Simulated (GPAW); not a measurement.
KI in GPAW: convergence with k mesh

The system is KI.

```
I K
1.0
     4.29120    0.00000    0.00000
     0.00000    4.29120    0.00000
     0.00000    0.00000    4.29120
I K
1 1
Direct
  0.50000 0.50000 0.50000
  0.00000 0.00000 0.00000
```

Measurements of this composition are mostly on another form, of space group No. 225.

```yaml
Program: GPAW 26.7.0
Task: convergence study
Functional: LDA
Potentials_or_basis: the program's PAW data sets (release 1.2.1) made for this functional
Cutoff: 600 eV
Basis: pw
k_mesh: 2 × 2 × 2
Occupations: fermi-dirac, width 0.05 eV
Spin: no spin polarisation
```

These are the settings of the first run; the series varies k mesh, with any setting tied to it.

Hardware: 1 thread of Arm Neoverse V1, on a shared host.

Question: The values tried are 2 × 2 × 2, 3 × 3 × 3, 4 × 4 × 4, 5 × 5 × 5, 6 × 6 × 6, 7 × 7 × 7, 8 × 8 × 8, loosest first. From which on does the energy stay within 1 meV/atom of the tightest run that finished?

Answer: From 6 × 6 × 6 on.

```
   k mesh  energy less the tightest run, at zero smearing (meV/atom)  pressure (GPa)  gap on the mesh (eV)  SCF cycles  CPU time (s)  peak memory (GiB)
2 × 2 × 2                                                     225.01            0.21                 2.844           9           3.9               0.14
3 × 3 × 3                                                      27.48           -1.41                 3.113           9           3.9               0.14
4 × 4 × 4                                                       5.17           -1.65                 2.990           9           6.6               0.15
5 × 5 × 5                                                       1.03           -1.70                 3.054           9           6.6               0.15
6 × 6 × 6                                                       0.22           -1.72                 2.997           9            11               0.16
7 × 7 × 7                                                       0.04           -1.72                 3.028           9            11               0.16
8 × 8 × 8                                                       0.00           -1.72                 2.997           9            18               0.18
```

Against the tightest run, the pressure stays within 0.1 GPa from 4 × 4 × 4 on. Not settled before the last step: the gap on the mesh (to 0.01 eV). Meshes of other sizes hit other points, so gaps and Fermi surfaces needn't settle smoothly. The tightest run that finished is the yardstick and may itself not be fully converged.

Caveat, for the tightest run too: spin-orbit coupling is left out, which moves the levels of the heavy elements.
